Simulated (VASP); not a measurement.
# Al (Fm-3m) in VASP: notebook, part 2 of 2

VASP 6.6.1.

## Step 4: Single point, PBE (grid = ENCUT=400 dk=0.35 cell=3x3x3 ISMEAR=1 SIGMA=0.1 LREAL=Auto EDIFF=1e-06)

Contents of INCAR:

```
ALGO = Fast ; EDIFF = 1E-6
ENCUT = 400 ; GGA = PE
ISIF = 2 ; ISMEAR = 1
LASPH = T ; LCHARG = F
LREAL = Auto ; LWAVE = F
NBANDS = 65 ; NELM = 120
PREC = Accurate ; SIGMA = 0.1
```

Contents of KPOINTS:

```
k-points
0
Gamma
  3 3 3
```

Contents of POSCAR:

```
Al
1.0
    0.0000000000      6.0744150000      6.0744150000
    6.0744150000      0.0000000000      6.0744150000
    6.0744150000      6.0744150000      0.0000000000
Al
26
Direct
    0.0000000000      0.0000000000      0.3333333333
    0.0000000000      0.0000000000      0.6666666667
    0.0000000000      0.3333333333      0.0000000000
    0.0000000000      0.3333333333      0.3333333333
    0.0000000000      0.3333333333      0.6666666667
    0.0000000000      0.6666666667      0.0000000000
    0.0000000000      0.6666666667      0.3333333333
    0.0000000000      0.6666666667      0.6666666667
    0.3333333333      0.0000000000      0.0000000000
    0.3333333333      0.0000000000      0.3333333333
    0.3333333333      0.0000000000      0.6666666667
    0.3333333333      0.3333333333      0.0000000000
    0.3333333333      0.3333333333      0.3333333333
    0.3333333333      0.3333333333      0.6666666667
    0.3333333333      0.6666666667      0.0000000000
    0.3333333333      0.6666666667      0.3333333333
    0.3333333333      0.6666666667      0.6666666667
    0.6666666667      0.0000000000      0.0000000000
    0.6666666667      0.0000000000      0.3333333333
    0.6666666667      0.0000000000      0.6666666667
    0.6666666667      0.3333333333      0.0000000000
    0.6666666667      0.3333333333      0.3333333333
    0.6666666667      0.3333333333      0.6666666667
    0.6666666667      0.6666666667      0.0000000000
    0.6666666667      0.6666666667      0.3333333333
    0.6666666667      0.6666666667      0.6666666667
```

Potentials or basis: VASP PAW PBE potentials, release 64 (Al).

Run with:

```bash
$ cat potpaw_PBE.64/Al/POTCAR > POTCAR
$ mpirun -np 1 vasp_std > vasp.out
```

OUTCAR:

```text
EDIFF = 1E-6
   ENCUT = 400
   GGA = PE
   ISIF = 2
   ISMEAR = 1
   LASPH = T
   LREAL = Auto
   NELM = 120
   PREC = Accurate

 Found      4 irreducible k-points:

 Following reciprocal coordinates:
            Coordinates               Weight
  0.000000  0.000000  0.000000      1.000000
  0.333333  0.000000  0.000000      8.000000
  0.333333  0.333333  0.000000      6.000000
 -0.333333  0.333333  0.000000     12.000000
   k-points           NKPTS =      4   k-points in BZ     NKDIM =      4   number of bands    NBANDS=     65
   number of dos      NEDOS =    301   number of ions     NIONS =     26
   total plane-waves  NPLWV = 175616
   dimension x,y,z NGX =    56 NGY =   56 NGZ =   56
   dimension x,y,z NGXF=   112 NGYF=  112 NGZF=  112
   ions per type =              26
   NGX,Y,Z   is equivalent  to a cutoff of  10.84, 10.84, 10.84 a.u.
   NGXF,Y,Z  is equivalent  to a cutoff of  21.67, 21.67, 21.67 a.u.
 SYSTEM =  unknown system
   PREC   = accura    normal or accurate (medium, high low for compatibility)
   ISTART =      0    job   : 0-new  1-cont  2-samecut
   ICHARG =      2    charge: 1-file 2-atom 10-const
   ISPIN  =      1    spin polarized calculation?
   LNONCOLLINEAR =      F non collinear calculations
   LSORBIT =      F    spin-orbit coupling
   LASPH  =      T    aspherical Exc in radial PAW
   ENCUT  =  400.0 eV  29.40 Ry    5.42 a.u.  14.01 14.01 14.01*2*pi/ulx,y,z
   NELM   =    120;   NELMIN=  2; NELMDL= -5     # of ELM steps
   EDIFF  = 0.1E-05   stopping-criterion for ELM
   LREAL  =      T    real-space projection
   EDIFFG = 0.1E-04   stopping-criterion for IOM
   NSW    =      0    number of steps for IOM
[... 5 lines left out ...]
   TEBEG  =    0.0;   TEEND  =   0.0 temperature during run
   PSTRESS=    0.0 pullay stress
   NELECT =      78.0000    total number of electrons
   NUPDOWN=      -1.0000    fix difference up-down
   EMIN   =  10.00;   EMAX   =-10.00  energy-range for DOS
   EFERMI =   0.00;   METHOD = LEGACY
   ISMEAR =     1;   SIGMA  =   0.10  broadening in eV -4-tet -1-fermi 0-gaus
   EFERMI_NEDOS =   21; number of points for ismear=-14 and -15
   IALGO  =     68    algorithm
   IMIX   =      4    mixing-type and parameters
     AMIX     =   0.40;   BMIX     =  1.00
     AMIX_MAG =   1.60;   BMIX_MAG =  1.00
  volume/ion in A,a.u.               =      17.24       116.35
  Fermi-wavevector in a.u.,A,eV,Ry     =   0.913956  1.727126 11.365156  0.835315
  Thomas-Fermi vector in A             =   2.038527
   LORBIT       =      0    0 simple, 1 ext, 2 COOP (PROOUT), +10 PAW based schemes
   GGA     = PE    functional components
   LHFCALC =     F    Hartree Fock is set to
   AEXX    =    0.0000 exact exchange contribution
   IVDW    =     0    specifies the selected vdW correction
   LEPSILON=     F    determine dielectric tensor
   LRPA    =     F    only Hartree local field effects (RPA)
 non-spin polarized calculation
 RMM-DIIS sequential band-by-band and
 Methfessel and Paxton  Order N= 1 SIGMA  =   0.10
  energy-cutoff  :      400.00
  volume of cell :      448.27
 maximum number of plane-waves:      8154
   NGX = 29   NGY = 29   NGZ = 29

 number of electron      78.0000000 magnetization

 Free energy of the ion-electron system (eV)
  ---------------------------------------------------
  ext. energy  EPLUGINS =         0.00000000
  ---------------------------------------------------
  free energy    TOTEN  =       -95.83936470 eV

  energy without entropy =      -95.84053244  energy(sigma->0) =      -95.83975395

 E-fermi :   7.4960     XC(G=0): -10.0002

 val. band max:        7.4680626716   @ k =   0.3333   0.0000   0.0000
 cond. band min:       7.5559906541   @ k =   0.3333   0.0000   0.0000
 fundamental gap:      0.0879279825
 Fermi energy:         7.4959796934

 k-point     1 :       0.0000    0.0000    0.0000
  band No.  band energies     occupation
      1      -3.4258      2.00000
      2      -0.6535      2.00000
      3      -0.5936      2.00000
      4      -0.5936      2.00000
      5      -0.5936      2.00000
      6      -0.4235      2.00000
[... 43 lines left out ...]
     50       8.1155     -0.00000
     51       8.2856     -0.00000
[... 160 lines left out ...]
     50       9.3014     -0.00000
     51       9.5108      0.00000
 [bands above 51 left out]

------------------------ aborting loop because EDIFF is reached ----------------------------------------

  FORCE on cell =-STRESS in cart. coord.  units (eV):
  Direction    XX          YY          ZZ          XY          YZ          ZX
  --------------------------------------------------------------------------------------
  -------------------------------------------------------------------------------------
  Total       -2.5509540     -2.5509540     -2.5509540      0.0000000      0.0000000      0.0000000
  in kB       -9.1173754     -9.1173754     -9.1173754      0.0000000      0.0000000      0.0000000
  external PRESSURE =      -9.1173754 kB  Pullay stress =       0.0000000 kB

 VOLUME and BASIS-vectors are now :
 -----------------------------------------------------------------------------
  energy-cutoff  :      400.00
  volume of cell :      448.27
      direct lattice vectors                 reciprocal lattice vectors
     0.000000000  6.074415000  6.074415000    -0.082312453  0.082312453  0.082312453
     6.074415000  0.000000000  6.074415000     0.082312453 -0.082312453  0.082312453
     6.074415000  6.074415000  0.000000000     0.082312453  0.082312453 -0.082312453

 POSITION                                       TOTAL-FORCE (eV/Angst)
 -----------------------------------------------------------------------------------
      2.02480      2.02480      0.00000        -0.170747     -0.170747     -0.000000
      4.04961      4.04961      0.00000         0.170747      0.170747     -0.000000
      2.02480      0.00000      2.02480        -0.170747      0.000000     -0.170747
      4.04961      2.02480      2.02480         0.117956     -0.117956     -0.117956
      6.07442      4.04961      2.02480         0.000000      0.170747     -0.170747
      4.04961      0.00000      4.04961         0.170747      0.000000      0.170747
[... 18 lines left out ...]
      6.07442      6.07442      8.09922         0.000000      0.000000     -0.140718
      8.09922      8.09922      8.09922        -0.117956     -0.117956     -0.117956
 -----------------------------------------------------------------------------------
    total drift:                                0.000000     -0.000000     -0.000000

  FREE ENERGIE OF THE ION-ELECTRON SYSTEM (eV)
  ---------------------------------------------------
  free  energy   TOTEN  =       -95.8393646997 eV

  energy  without entropy=      -95.8405324381  energy(sigma->0) =      -95.83975395
```

OSZICAR:

```text
N       E                     dE             d eps       ncg     rms          rms(c)
DAV:   1     0.686332267589E+02    0.68633E+02   -0.23057E+04   520   0.786E+02
DAV:   2    -0.887089884511E+02   -0.15734E+03   -0.14590E+03   653   0.117E+02
DAV:   3    -0.965009141692E+02   -0.77919E+01   -0.75289E+01   632   0.216E+01
DAV:   4    -0.966335132565E+02   -0.13260E+00   -0.13217E+00   616   0.330E+00
DAV:   5    -0.966362557758E+02   -0.27425E-02   -0.27420E-02   623   0.515E-01    0.660E+00
RMM:   6    -0.960797790137E+02    0.55648E+00   -0.48713E-01   530   0.108E+00    0.382E+00
RMM:   7    -0.958729842442E+02    0.20679E+00   -0.13436E-01   560   0.832E-01    0.120E+00
RMM:   8    -0.958400112761E+02    0.32973E-01   -0.22729E-02   589   0.418E-01    0.341E-01
RMM:   9    -0.958393155908E+02    0.69569E-03   -0.26631E-03   606   0.168E-01    0.175E-01
RMM:  10    -0.958393692542E+02   -0.53663E-04   -0.72840E-04   622   0.863E-02    0.484E-02
RMM:  11    -0.958393720002E+02   -0.27460E-05   -0.18941E-04   621   0.440E-02    0.899E-03
RMM:  12    -0.958393682873E+02    0.37128E-05   -0.43795E-05   642   0.201E-02    0.147E-02
RMM:  13    -0.958393647111E+02    0.35763E-05   -0.11448E-05   592   0.102E-02    0.148E-02
RMM:  14    -0.958393646997E+02    0.11388E-07   -0.23135E-06   422   0.440E-03
   1 F= -.95839365E+02 E0= -.95839754E+02  d E =0.116774E-02
```

stdout:

```text
POSCAR found type information on POSCAR Al
 POSCAR found :  1 types and      26 ions
 scaLAPACK will be used
 LDA part: xc-table for (Slater+PW92), standard interpolation
 POSCAR, INCAR and KPOINTS ok, starting setup
 FFT: planning ... GRIDC
 FFT: planning ... GRID_SOFT
 FFT: planning ... GRID
 WAVECAR not read
 entering main loop
```

Run time: 76 s. Hardware: 1 thread of Intel Xeon Platinum 8559C (Emerald Rapids), shared host; peak memory 0.4 GiB.

These settings aren't checked as converged: the numbers below hold their error.

What came out:

```yaml
Free_energy: -95.8394 eV
Pressure: -0.9 GPa
Largest_force: 0.241 eV/Å
Band_gap_on_the_k_mesh: none (metal or under the smearing width)
```

## Step 5: Single point, PBE (grid = ENCUT=400 dk=0.35 cell=3x3x3 ISMEAR=1 SIGMA=0.2 LREAL=Auto EDIFF=1e-06)

INCAR: that of step 4 with these lines changed.

```diff
@@ -6,2 +6,2 @@
 NBANDS = 65 ; NELM = 120
-PREC = Accurate ; SIGMA = 0.1
+PREC = Accurate ; SIGMA = 0.2
```

KPOINTS is that of step 4.

POSCAR is that of step 4.

Run with:

```bash
$ cat potpaw_PBE.64/Al/POTCAR > POTCAR
$ mpirun -np 1 vasp_std > vasp.out
```

Wall time 70 s (1 thread of Intel Xeon Platinum 8559C (Emerald Rapids), shared host); peak memory 0.39 GiB.

The run converged, but some of its settings lie outside the range that counts as converged, so its numbers aren't taken as properties of the crystal.

Results:

```
Free energy            : -95.8466 eV
Pressure               : -1.0 GPa
Largest force          : 0.266 eV/Å
Band gap on the k mesh : none (metal or under the smearing width)
```

## Step 6: For comparison

An earlier run on the cell as given: functional PBE; potentials or basis VASP PAW PBE potentials, release 64 (Al); cutoff 520 eV; k mesh 11 × 11 × 11; occupations fermi-dirac, width 0.05 eV; no spin polarisation.

* Pressure: -0.5 GPa
* Band gap on the k mesh: none (metal or under the smearing width)
